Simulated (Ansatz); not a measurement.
A plane-wave DFT run in Ansatz 0.2.0 (scalar-relativistic PAW potentials unless the input names others): input and command.

```yaml
crystal:
  lattice:
    - [2.734881193, -2.734881193, 0.0]
    - [2.734881193, 0.0, -2.734881193]
    - [8.0678385975, 8.0678385975, 8.0678385975]
  atoms:
    - { symbol: Si, position: [0.6666666667, 0.6666666667, 0.3672118124] }
    - { symbol: Si, position: [1.0, 0.0, 0.1412214054] }
    - { symbol: Si, position: [0.3333333333, 0.3333333333, 0.5932022195] }
    - { symbol: Si, position: [0.6666666667, 0.6666666667, 0.5367046177] }
    - { symbol: Si, position: [1.0, 1.0, 0.3107142107] }
    - { symbol: Si, position: [0.3333333333, 0.3333333333, 0.0847238036] }
basis:
  ecutwfc: 420
kpoints:
  mp_grid: { grid: [8, 8, 3] }
hamiltonian:
  xc: pbe96
scf:
  occupations: { method: gaussian, width: 0.05 }
  max_iter: 60
output:
  forces: true
  eigenvalues: true
  stress: true
```

```bash
ansatz run input.yaml --threads 2 --pin off --max-ram 5120MiB --backend cpu --events-out ev --progress --plain --runs-dir out
```

Question: Will this input run?

Answer: The program refuses it, because of an unknown functional (hamiltonian.xc: "pbe" → "pbe96"). With the sound run's settings it is accepted.

Abridged log:
```
Error: YAML parse error: error: line 18 column 7: hamiltonian.xc: unknown variant `pbe96`, expected one of `lda`, `lda-pw`, `pw92`, `pbe`, `pbesol`, `rpbe`, `revpbe`, `blyp`, `pbe0`, `revpbe0`, `b3lyp`, `b3lyp5`, `hse06`, `wpbeh`, `hiss`, `lc_wpbe`, `cam_b3lyp`, `hf`, `r2scan`, `r2scanh`, `r2scan0`, `r2scan50`, `mr2scan`
  --> <input>:18:7
   |
16 |   mp_grid: { grid: [8, 8, 3] }
17 | hamiltonian:
18 |   xc: pbe96
   |       ^ hamiltonian.xc: unknown variant `pbe96`, expected one of `lda`, `lda-pw`, `pw92`, `pbe`, `pbesol`, `rpbe`, `revpbe`, `blyp`, `pbe0`, `revpbe0`, `b3lyp`, `b3lyp5`, `hse06`, `wpbeh`, `hiss`, `lc_wpbe`, `cam_b3lyp`, `hf`, `r2scan`, `r2scanh`, `r2scan0`, `r2scan50`, `mr2scan`
19 | scf:
20 |   occupations: { method: gaussian, width: 0.05 }
   |
```